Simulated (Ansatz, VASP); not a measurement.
**Two plane-wave programs on H**

```
H
1.0
     2.50862    0.03882    0.00000
     0.03882    2.63952    0.00000
     0.00000    0.00000    0.99753
H
1
Cartesian
  0.0000 0.0000 0.4988
```

Alike in both runs: task single point; functional PBE; k mesh 14 × 14 × 34; occupations gaussian, width 0.05 eV; no spin polarisation.

|  | VASP | Ansatz |
| --- | --- | --- |
| version | VASP 6.6.1 | Ansatz 0.2.0 |
| potentials or method | VASP PAW PBE potentials, release 64 (H) | scalar-relativistic, plane waves, PAW |
| plane-wave cutoff (eV) | 520 | 420 |
| valence electrons in the cell | 1 | 1 |

```csv
,VASP,Ansatz,Ansatz less VASP
gap on the k mesh at the Fermi level (eV),none,none,-
pressure (GPa),-0.1,0.2,+0.29
largest component of the traceless stress (GPa),3.62,3.60,-0.018
```

A gap of «none» marks a metal or a gap that the smearing closes. The functional is the same, so the differences come from potentials, cutoffs and numerics.
